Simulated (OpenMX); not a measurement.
# CdSe (Cadmoselite): band structure with PBE

**Experimental background.**

A printed reference work, data compilation reports, for a bulk crystal of CdSe at 2 K: band gap 1.841 eV.

CdSe (Cadmoselite):

```
Cd Se
1.0
     4.30000    0.00000    0.00000
    -2.15000    3.72391    0.00000
     0.00000    0.00000    7.02000
Cd Se
2 2
Direct
  0.66667 0.33333 0.50000
  0.33333 0.66667 0.00000
  0.66667 0.33333 0.88500
  0.33333 0.66667 0.38500
```

```json
{
 "Program": "OpenMX 3.8.5",
 "Task": "band structure",
 "Functional": "PBE",
 "Potentials or basis": "OpenMX 2013 PBE set, Cd7.0-s3p2d2, Se7.0-s3p2d2, grid cutoff 500 Ry",
 "k mesh": "7 × 7 × 5",
 "Occupations": "fermi-dirac, width 0.05 eV",
 "Spin": "no spin polarisation",
 "Mixing scheme": "rmm-diisk",
 "SCF threshold": "1e-08 Ha",
 "Solver": "band",
 "Max SCF cycles": "100"
}
```

```yaml
Pressure: 3.6 GPa
Largest_force: 0.330 eV/Å
Band_gap_on_the_k_mesh: 0.89 eV, direct
Band_gap_along_the_path: 0.89 eV, direct
Mulliken_charges: Cd +0.36; Se -0.36 e
```

Forces on the atoms (eV/Å):
```
Cd   0.006 -0.003  0.330
Cd  -0.006  0.003  0.330
Se   0.007 -0.003 -0.330
Se  -0.007  0.003 -0.330
```

Levels at the corners of the path, in eV from the valence-band top:
```tsv
point	band 15	band 16	band 17	band 18	band 19	band 20	band 21	band 22
Γ	-0.74	-0.01	-0.01	0.00	0.89	2.22	5.86	5.86
M	-2.58	-1.89	-1.25	-0.85	3.34	3.37	4.91	6.29
K	-3.11	-1.82	-1.81	-1.81	4.55	4.87	4.87	7.25
Γ	-0.74	-0.01	-0.01	0.00	0.89	2.22	5.86	5.86
A	-0.39	-0.39	-0.39	-0.39	2.49	2.49	6.05	6.05
L	-1.41	-1.41	-1.30	-1.30	3.06	3.06	4.83	4.83
H	-2.53	-2.53	-1.07	-1.07	3.88	3.88	6.13	6.13
A|L	-0.39	-0.39	-0.39	-0.39	2.49	2.49	6.05	6.05
M|K	-2.58	-1.89	-1.25	-0.85	3.34	3.37	4.91	6.29
H	-2.53	-2.53	-1.07	-1.07	3.88	3.88	6.13	6.13
```

Wall time 2.1 min on 1 thread of Arm Neoverse V2, on a shared host, peak memory 1.2 GiB.

Against the measured gap of CdSe, 1.841 eV (2 K; a printed reference work, data compilation), the calculated 0.89 eV is off by -0.95 eV. Spin-orbit coupling on Cd, Se is left out. The value is that of PBE in an atomic basis (OpenMX 2013 PBE set, Cd7.0-s3p2d2, Se7.0-s3p2d2, grid cutoff 500 Ry), whose error adds to the functional's,, without temperature or zero-point motion. Semilocal functionals fall short of measured gaps as a rule.

Caveat: Mulliken charges move with the basis; the basis of atomic orbitals isn't converged, which shifts pressures, moduli and gaps.
